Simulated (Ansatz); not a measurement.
Something may be wrong with this Ansatz 0.2.0 calculation of Ba.

input.yaml

```yaml
crystal:
  lattice:
    - [4.3116136979, 0.0, 0.0]
    - [-2.155806849, 3.7339669937, 0.0]
    - [0.0, 0.0, 3.9134133]
  atoms:
    - { symbol: Ba, position: [0.0, 0.0, 0.0] }
hamiltonian:
  xc: pbesol
  pseudopotentials: { kind: paw }
  hubbard: { sites: [{ species: Ba, l: p, u_eff: 20.0 }] }
kpoints:
  mp_grid: { grid: [7, 7, 7] }
scf:
  occupations: { method: fermi_dirac, width: 0.05 }
  max_iter: 50
output:
  forces: true
  stress: true
  eigenvalues: true
relax:
  f_tol: 0.01
  max_steps: 40
  cell: { stress_tol: 0.05 }
```

Potentials or basis: Ansatz PAW.

Launch:

```sh
$ ansatz run input.yaml --threads 2 --pin off --max-ram 5632MiB --backend cpu --events-out ev --progress --plain --runs-dir out
```

Output:

```text
Warning: RAYON_NUM_THREADS=2 ignored (pool sized by the plan → 2); use --threads N
The last accepted step is kept in <dir> (removed where the run ends without a failure and the disk answers)
Ba: projections on atomic orbitals take those of the free atom [Kr 4d10] 5s2 5p6 6s2, of charge +0.00 (hamiltonian.pseudopotentials.projection_atoms); the dataset's partial waves leave at most 9.7e-6 of an orbital's norm unspanned inside its sphere
Ba: the file doesn't list 6p, so it is added from the neutral free atom; the dataset's partial waves leave at most 9.7e-6 of an orbital's norm unspanned inside its sphere
Engine: ansatz 0.2.0, aarch64-unknown-linux-gnu
Pseudopotentials: kind: paw
Pseudopotential: Ba, paw, valence charge 10, recommended cutoff 420 eV (normal), Ba.paw.azcp
[... 309 lines left out ...]
SCF iter   2: F=—  HF=-5860.325620 eV  |F-HF|=—  |Δ(HF+E_count)|=   3.90e-4  Δρ=6.60e-5  dr2=1.32e-4  ethr=2.17e-6  ⟨swp⟩=1.3  Hψ=315  notcnv=0
SCF iter   3: F=—  HF=-5860.325769 eV  |F-HF|=—  |Δ(HF+E_count)|=   1.49e-4  Δρ=2.23e-5  dr2=2.15e-5  ethr=1.32e-6  ⟨swp⟩=2.0  Hψ=322  notcnv=0
SCF iter   4: F=—  HF=-5860.325769 eV  |F-HF|=—  |Δ(HF+E_count)|=   3.78e-7  Δρ=5.27e-6  dr2=2.95e-7  ethr=2.15e-7  ⟨swp⟩=2.2  Hψ=380  notcnv=0
SCF iter   5: F=-5860.325770 eV  HF=-5860.325770 eV  |F-HF|=1.65e-7  |Δ(HF+E_count)|=   2.58e-7  Δρ=2.00e-6  dr2=8.37e-8  ethr=1.00e-9  ⟨swp⟩=9.3  Hψ=1907  notcnv=0
SCF 24 converged in 5 iterations: F = -5860.325770 eV  dr2 = 8.37e-8
relax step  24: F+E_penalty+E_count = -5860.32576969 eV  Δ(F+E_penalty+E_count) = -3.755e-2 eV  max|allowed force component| = 0.000e0 eV/Å  Δτ_max = 0.0000 Å  P = +0.170 GPa  Ω = 419.948 Å³  energy of the carried Pulay correction = -1.721e-4 eV  (5 SCF iters, dr2 threshold 1.00e-7 eV, accepted)
Crystal: 1 atoms, lattice volume = 452.370 Å³
Basis set: ecut = 420 eV, 8863 PW (Γ), exchange–correlation on 100×100×96 points (8 copies of the dense FFT grid, shifted against one another)
iter 1 solved again at ethr=2.71e-6 eV; its pass at ethr=3.10e-3 eV (dr2=2.71e-4 eV) is discarded
SCF iter   1: F=—  HF=-5860.355403 eV  |F-HF|=—  |Δ(HF+E_count)|=         —  Δρ=9.42e-5  dr2=1.65e-4  ethr=2.71e-6  ⟨swp⟩=3.1  Hψ=4888  notcnv=0
preconditioner: auto → Resta (q_TF=auto, 1.445 Å⁻¹)  ε∞=5.2  [insulator: Δε(μ)=0.865 eV  Ē_g=1.204 eV  σ=0.050 eV  W_gap=1.00  n_scr=20 (ndim 8)  ℏωp=2.5 eV  f_vac=0.436  D(μ)=0.00/eV (n_scr^D=0)  ε∞_Penn≈5.2  vacuum switching on, ρ_ref=1.1e-4 e/Å³]
SCF iter   2: F=—  HF=-5860.355794 eV  |F-HF|=—  |Δ(HF+E_count)|=   3.91e-4  Δρ=5.98e-5  dr2=9.91e-5  ethr=1.65e-6  ⟨swp⟩=1.4  Hψ=319  notcnv=0
```

Q: Diagnose the run.

A: The calculation hadn't finished when its time ran out. The input holds a flaw that was put in on purpose: an enormous or negative U (hamiltonian.hubbard = {"sites": [{"species": "Ba", "l": "p", "u_eff": 20.0}]}).
